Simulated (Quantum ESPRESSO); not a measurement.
# AgCl (Chlorargyrite) (Fm-3m) in Quantum ESPRESSO: notebook, part 3 of 4

Quantum ESPRESSO 7.5. Earlier steps stand in the parts before.

### Step 4. Phonons, PBE

Input file pw.in:

```
&CONTROL
  calculation = 'scf'
  prefix = 'pwscf'
  outdir = './tmp'
  pseudo_dir = './pseudo'
  tprnfor = .true.
  tstress = .true.
  disk_io = 'low'
/
&SYSTEM
  ibrav = 0
  nat = 2
  ntyp = 2
  ecutwfc = 70
  nbnd = 20
  occupations = 'smearing'
  smearing = 'fd'
  degauss = 0.00367493
/
&ELECTRONS
  conv_thr = 4d-10
  electron_maxstep = 120
  mixing_beta = 0.5
/
ATOMIC_SPECIES
Ag   107.8682 47_Ag_19_1.9_2.5_pbe_n_v1.0.upf
Cl    35.4500 17_Cl_7_1.9_1.9_pbe_n_v1.0.upf
CELL_PARAMETERS angstrom
   0.0000000000    2.7350000000    2.7350000000
   2.7350000000    0.0000000000    2.7350000000
   2.7350000000    2.7350000000    0.0000000000
ATOMIC_POSITIONS crystal
Ag     0.0000000000    0.0000000000    0.0000000000
Cl     0.5000000000    0.5000000000    0.5000000000
K_POINTS automatic
4 4 4 1 1 1
```

Input file scf2.in:

```
&CONTROL
  calculation = 'scf'
  prefix = 'pwscf'
  outdir = './tmp'
  pseudo_dir = './pseudo'
  tprnfor = .true.
  tstress = .true.
  disk_io = 'low'
/
&SYSTEM
  ibrav = 0
  nat = 2
  ntyp = 2
  ecutwfc = 70
  nbnd = 20
  occupations = 'fixed'
/
&ELECTRONS
  conv_thr = 1d-13
  electron_maxstep = 120
  mixing_beta = 0.5
  startingpot = 'file'
  startingwfc = 'file'
/
ATOMIC_SPECIES
Ag   107.8682 47_Ag_19_1.9_2.5_pbe_n_v1.0.upf
Cl    35.4500 17_Cl_7_1.9_1.9_pbe_n_v1.0.upf
CELL_PARAMETERS angstrom
   0.0000000000    2.7350000000    2.7350000000
   2.7350000000    0.0000000000    2.7350000000
   2.7350000000    2.7350000000    0.0000000000
ATOMIC_POSITIONS crystal
Ag     0.0000000000    0.0000000000    0.0000000000
Cl     0.5000000000    0.5000000000    0.5000000000
K_POINTS automatic
4 4 4 1 1 1
```

Input file ph.in:

```
phonons of AgCl
&INPUTPH
  prefix = 'pwscf'
  outdir = './tmp'
  tr2_ph = 1d-18
  fildyn = 'dyn'
  niter_ph = 90
  alpha_mix(1) = 0.7
  epsil = .true.
/
0.0000000000 0.0000000000 0.0000000000
```

Input file dynmat.in:

```
&INPUT
  fildyn = 'dyn'
  asr = 'crystal'
  lperm = .true.
  filout = 'dynmat.disp'
  fileig = 'dynmat.eig'
/
```

Input file dynmat_lo.in:

```
&INPUT
  fildyn = 'dyn'
  asr = 'crystal'
  filout = 'dynmat_lo.disp'
  fileig = 'dynmat_lo.eig'
  q(1) = 0
  q(2) = 0
  q(3) = 1
/
```

Potentials or basis: SPMS 1.0 PBE.

Launch:

```console
$ OMP_NUM_THREADS=1 pw.x -in pw.in > pw.out
$ OMP_NUM_THREADS=1 pw.x -in scf2.in > scf2.out
$ OMP_NUM_THREADS=1 ph.x -in ph.in > ph.out
$ OMP_NUM_THREADS=1 dynmat.x -in dynmat.in > dynmat.out
$ OMP_NUM_THREADS=1 dynmat.x -in dynmat_lo.in > dynmat_lo.out
```

pw.out:

```text
This program is part of the open-source Quantum ESPRESSO suite
     for quantum simulation of materials; please cite
[... 9 lines left out ...]
     --------------------
     sticks:   dense  smooth     PW     G-vecs:    dense   smooth      PW
     Sum        1039    1039    313                22075    22075    3527

     Using Slab Decomposition

     bravais-lattice index     =            0
     lattice parameter (alat)  =       7.3092  a.u.
     unit-cell volume          =     276.1205 (a.u.)^3
     number of atoms/cell      =            2
     number of atomic types    =            2
     number of electrons       =        26.00
     number of Kohn-Sham states=           20
     kinetic-energy cutoff     =      70.0000  Ry
     charge density cutoff     =     280.0000  Ry
     scf convergence threshold =      4.0E-10
     mixing beta               =       0.5000
     number of iterations used =            8  plain     mixing
     Exchange-correlation= PBE
                           (   1   4   3   4   0   0   0)

     celldm(1)=   7.309223  celldm(2)=   0.000000  celldm(3)=   0.000000
     celldm(4)=   0.000000  celldm(5)=   0.000000  celldm(6)=   0.000000

     crystal axes: (cart. coord. in units of alat)
               a(1) = (   0.000000   0.707107   0.707107 )
               a(2) = (   0.707107   0.000000   0.707107 )
               a(3) = (   0.707107   0.707107   0.000000 )

     reciprocal axes: (cart. coord. in units 2 pi/alat)
               b(1) = ( -0.707107  0.707107  0.707107 )
               b(2) = (  0.707107 -0.707107  0.707107 )
               b(3) = (  0.707107  0.707107 -0.707107 )

     PseudoPot. # 1 for Ag read from file:
     47_Ag_19_1.9_2.5_pbe_n_v1.0.upf
     Pseudo is Norm-conserving + core correction, Zval = 19.0
     Generated using ONCVPSP code by D. R. Hamann
     Using radial grid of 1548 points,  6 beta functions with:
                l(1) =   0
                l(2) =   0
                l(3) =   1
                l(4) =   1
                l(5) =   2
                l(6) =   2

     PseudoPot. # 2 for Cl read from file:
     17_Cl_7_1.9_1.9_pbe_n_v1.0.upf
     Pseudo is Norm-conserving + core correction, Zval =  7.0
     Generated using ONCVPSP code by D. R. Hamann
     Using radial grid of 1030 points,  6 beta functions with:
                l(1) =   0
                l(2) =   0
[... 23 lines left out ...]
        k(    5) = (   0.4419417   0.0883883   0.0883883), wk =   0.1875000
        k(    6) = (  -0.0883883  -0.4419417   0.6187184), wk =   0.3750000
        k(    7) = (   0.0883883  -0.2651650   0.4419417), wk =   0.3750000
        k(    8) = (  -0.6187184   0.0883883   0.0883883), wk =   0.1875000
        k(    9) = (   0.2651650   0.2651650   0.2651650), wk =   0.0625000
        k(   10) = (  -0.2651650  -0.2651650   0.7954951), wk =   0.1875000

     Dense  grid:    22075 G-vectors     FFT dimensions: (  40,  40,  40)

     Initial potential from superposition of free atoms

     starting charge      25.9995, renormalised to      26.0000
     Starting wfcs are   14 randomized atomic wfcs +    6 random wfcs

     Self-consistent Calculation

     iteration #  1     ecut=    70.00 Ry     beta= 0.50
     Davidson diagonalization with overlap
     ethr =  1.00E-02,  avg # of iterations =  6.4

     Threshold (ethr) on eigenvalues was too large:
     Diagonalizing with lowered threshold

     Davidson diagonalization with overlap
     ethr =  1.57E-04,  avg # of iterations =  3.4

     total energy              =    -330.29023561 Ry
     estimated scf accuracy    <       0.03952597 Ry
[... 50 lines left out ...]
     iteration #  9     ecut=    70.00 Ry     beta= 0.50
     Davidson diagonalization with overlap
     ethr =  2.68E-12,  avg # of iterations =  2.0

     End of self-consistent calculation

          k = 0.0884 0.0884 0.0884 (  2725 PWs)   bands (ev):

   -80.6853 -44.2091 -44.2086 -44.2086  -6.1550   5.8372   5.8991   5.8991
     6.6467   6.6467   6.8996   7.5257   7.5257  10.8511  18.5887  19.5998
    19.5998  21.1688  21.1688  22.0948

          k = 0.2652 0.2652-0.0884 (  2735 PWs)   bands (ev):

   -80.6853 -44.2108 -44.2093 -44.2089  -5.8872   4.3410   4.9930   5.3631
     6.7987   6.8961   7.2060   7.8644   8.9493  13.0503  16.3416  17.4110
    17.7683  20.7530  22.6659  23.1928

          k =-0.2652-0.2652 0.4419 (  2735 PWs)   bands (ev):
[... 19 lines left out ...]
   -80.6852 -44.2113 -44.2105 -44.2098  -5.6856   4.5209   4.8641   5.1058
     6.8395   7.0460   7.2037   7.5062   8.0855  13.2238  16.2974  17.2231
    18.2761  21.6457  22.9730  24.2287

          k = 0.0884-0.2652 0.4419 (  2729 PWs)   bands (ev):

   -80.6852 -44.2114 -44.2099 -44.2093  -5.7527   4.1244   4.8956   5.1591
     6.8215   7.0018   7.2726   7.8087   8.7937  13.8600  15.2864  17.1207
    17.9845  21.0962  23.2913  24.3415

          k =-0.6187 0.0884 0.0884 (  2730 PWs)   bands (ev):

   -80.6852 -44.2117 -44.2101 -44.2099  -5.7149   4.5240   5.4122   5.5873
     6.4879   7.0743   7.1754   7.3568   7.4870  12.0212  16.9667  17.5911
    20.0490  20.7488  23.6551  24.2367

          k = 0.2652 0.2652 0.2652 (  2740 PWs)   bands (ev):
[... 7 lines left out ...]
   -80.6852 -44.2115 -44.2104 -44.2094  -5.6956   4.1366   4.8834   4.8982
     6.9185   6.9885   7.2739   7.7949   8.7891  13.9860  15.2294  17.1613
    17.8654  21.9402  21.9944  24.7421

     the Fermi energy is     9.9488 ev

!    total energy              =    -330.30204251 Ry
     estimated scf accuracy    <          1.2E-10 Ry
     smearing contrib. (-TS)   =      -0.00000000 Ry
     internal energy E=F+TS    =    -330.30204251 Ry

     The total energy is F=E-TS. E is the sum of the following terms:
     one-electron contribution =    -159.43670363 Ry
     hartree contribution      =      89.98282877 Ry
     xc contribution           =     -50.95129447 Ry
     ewald contribution        =    -209.89687317 Ry

     convergence has been achieved in   9 iterations

     Forces acting on atoms (cartesian axes, Ry/au):

     atom    1 type  1   force =    -0.00000000   -0.00000000    0.00000000
     atom    2 type  2   force =     0.00000000    0.00000000   -0.00000000

     Total force =     0.000000     Total SCF correction =     0.000000

     Computing stress (Cartesian axis) and pressure

          total   stress  (Ry/bohr**3)                   (kbar)     P=       39.39
   0.00026780   0.00000000   0.00000000           39.39        0.00        0.00
   0.00000000   0.00026780   0.00000000            0.00       39.39        0.00
   0.00000000   0.00000000   0.00026780            0.00        0.00       39.39

=------------------------------------------------------------------------------=
   JOB DONE.
=------------------------------------------------------------------------------=
```

scf2.out:

```text
This program is part of the open-source Quantum ESPRESSO suite
     for quantum simulation of materials; please cite
[... 9 lines left out ...]
     --------------------
     sticks:   dense  smooth     PW     G-vecs:    dense   smooth      PW
     Sum        1039    1039    313                22075    22075    3527
[... 197 lines left out ...]
   0.00026758  -0.00000000  -0.00000000           39.36       -0.00       -0.00
  -0.00000000   0.00026758  -0.00000000           -0.00       39.36       -0.00
  -0.00000000  -0.00000000   0.00026758           -0.00       -0.00       39.36

=------------------------------------------------------------------------------=
   JOB DONE.
=------------------------------------------------------------------------------=
```

Run time: 3.8 min. Hardware: 1 thread of Intel Xeon Platinum 8375C at 2.90GHz (Ice Lake), shared host; peak memory 0.07 GiB.

Results:

* Free energy: -4493.9882 eV
* Pressure after relaxing: 3.9 GPa
* Electronic dielectric tensor (diagonal): 5.26
* Born charges (mean of the diagonal): Ag +1.43; Cl -1.43 e
* Highest phonon frequency at Γ, LO-TO splitting left out: 127 cm⁻¹
* Static dielectric tensor (diagonal): 10.93

Levels at points of the mesh, in eV from the valence-band top:
```csv
k point,band 10,band 11,band 12,band 13,band 14,band 15,band 16,band 17
"(0.12, 0.12, 0.12)",-2.31,-2.06,-1.44,-1.44,1.89,9.63,10.64,10.64
```

Phonon frequencies in cm⁻¹ (negative: imaginary):
```csv
q point,frequencies
"(0.000, 0.000, 0.000)",6 6 6 127 127 127
```

Electronic dielectric tensor:
```
5.26 0.00 0.00
0.00 5.26 0.00
0.00 0.00 5.26
```

Born effective charge tensors (e):
atom 1, Ag
```
1.43 0.00 0.00
0.00 1.43 0.00
0.00 0.00 1.43
```
atom 2, Cl
```
-1.43  0.00  0.00
 0.00 -1.43  0.00
 0.00  0.00 -1.43
```

Optical modes at Γ, degenerate ones joined, polar ones without the macroscopic field:
| cm⁻¹ | components | symmetry | active in | IR intensity, summed ((D/Å)²/amu) |
| --- | --- | --- | --- | --- |
| 127 | 3 | T1u | IR | 5.30 |

Zone-centre frequencies without and with the macroscopic field along z (cm⁻¹):
```csv
,optical modes in rising order
without,127 127 127
with the field,127 127 184
```

Static dielectric tensor, electrons and zone-centre modes:
```
10.93  0.00  0.00
 0.00 10.93  0.00
 0.00  0.00 10.93
```

Caveat: the mesh is thin for the dielectric tensor, Born charges and intensities, which usually come out too large; the cell is more than 3 GPa from zero pressure, which shifts response properties.

(Part 3 of 4 ends here.)
